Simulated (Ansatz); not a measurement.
# Ba20O: the cost of one run

Program: Ansatz 0.2.0. Level of theory: DFT PBE, plane waves, PAW, scalar-relativistic, no spin polarisation. These are calculated values, not measurements.

### Step 1. Starting point

The cell holds 21 atoms (Ba20O): a = 10.040 Å, b = 8.695 Å, c = 25.199 Å, α = 90.00°, β = 90.00°, γ = 54.74°.

Coordinates:

```
CELL_PARAMETERS angstrom
10.04000 0.00000 0.00000
5.02000 7.09935 0.00000
0.00000 0.00000 25.19870
ATOMIC_POSITIONS crystal
Ba 0.00000 0.00000 0.03968
Ba 0.50000 0.00000 0.03968
Ba 0.00000 0.50000 0.03968
Ba 0.50000 0.50000 0.03968
Ba 0.75000 0.50000 0.18055
Ba 0.25000 0.50000 0.18055
Ba 0.75000 0.00000 0.18055
Ba 0.25000 0.00000 0.18055
Ba 0.00000 0.00000 0.32142
Ba 0.50000 0.00000 0.32142
Ba 0.00000 0.50000 0.32142
Ba 0.50000 0.50000 0.32142
Ba 0.75000 0.50000 0.46229
Ba 0.25000 0.50000 0.46229
Ba 0.75000 0.00000 0.46229
Ba 0.25000 0.00000 0.46229
Ba 0.00000 0.00000 0.60315
Ba 0.50000 0.00000 0.60315
Ba 0.00000 0.50000 0.60315
Ba 0.50000 0.50000 0.60315
O 0.31101 0.84810 0.66228
```

### Step 2. Relaxing the start

Input file input.yaml:

```yaml
accuracy: low
crystal:
  lattice:
    - [10.04, 0.0, 0.0]
    - [5.02, 7.099352, 0.0]
    - [0.0, 0.0, 25.198704]
  atoms:
    - { symbol: Ba, position: [0.0, 0.0, 0.0396846] }
    - { symbol: Ba, position: [0.5, 0.0, 0.0396846] }
    - { symbol: Ba, position: [0.0, 0.5, 0.0396846] }
    - { symbol: Ba, position: [0.5, 0.5, 0.0396846] }
    - { symbol: Ba, position: [-0.25, 0.5, 0.180552] }
    - { symbol: Ba, position: [0.25, 0.5, 0.180552] }
    - { symbol: Ba, position: [-0.25, 1.0, 0.180552] }
    - { symbol: Ba, position: [0.25, 1.0, 0.180552] }
    - { symbol: Ba, position: [0.0, 0.0, 0.3214194] }
    - { symbol: Ba, position: [0.5, 0.0, 0.3214194] }
    - { symbol: Ba, position: [0.0, 0.5, 0.3214194] }
    - { symbol: Ba, position: [0.5, 0.5, 0.3214194] }
    - { symbol: Ba, position: [-0.25, 0.5, 0.4622868] }
    - { symbol: Ba, position: [0.25, 0.5, 0.4622868] }
    - { symbol: Ba, position: [-0.25, 1.0, 0.4622868] }
    - { symbol: Ba, position: [0.25, 1.0, 0.4622868] }
    - { symbol: Ba, position: [0.0, 0.0, 0.6031542] }
    - { symbol: Ba, position: [0.5, 0.0, 0.6031542] }
    - { symbol: Ba, position: [0.0, 0.5, 0.6031542] }
    - { symbol: Ba, position: [0.5, 0.5, 0.6031542] }
    - { symbol: O, position: [0.3110104, 0.848096, 0.6622842] }
basis:
  ecutwfc: 420.0
kpoints:
  mp_grid: { grid: [2, 2, 1] }
hamiltonian:
  xc: pbe
scf:
  occupations: { method: fermi_dirac, width: 0.05 }
  lower_state_search: "off"
relax:
  f_tol: 0.08
  max_steps: 25
  adjacent_minimum: "off"
  constraints: [{ sites: [0, 1, 2, 3] }]
output:
  write_density: true
  write_potential: true
  elf: true
  volumetric_format: npy
```

Run with:

```console
$ ansatz run input.yaml --threads 4 --pin off --max-ram 10240MiB --backend cpu --events-out ev --progress --plain --runs-dir out
```

Q: Estimate wall time and peak memory on 4 threads of AMD EPYC 9R45 (Zen 5), shared host.

About 64 s, with a peak of 5 GiB.
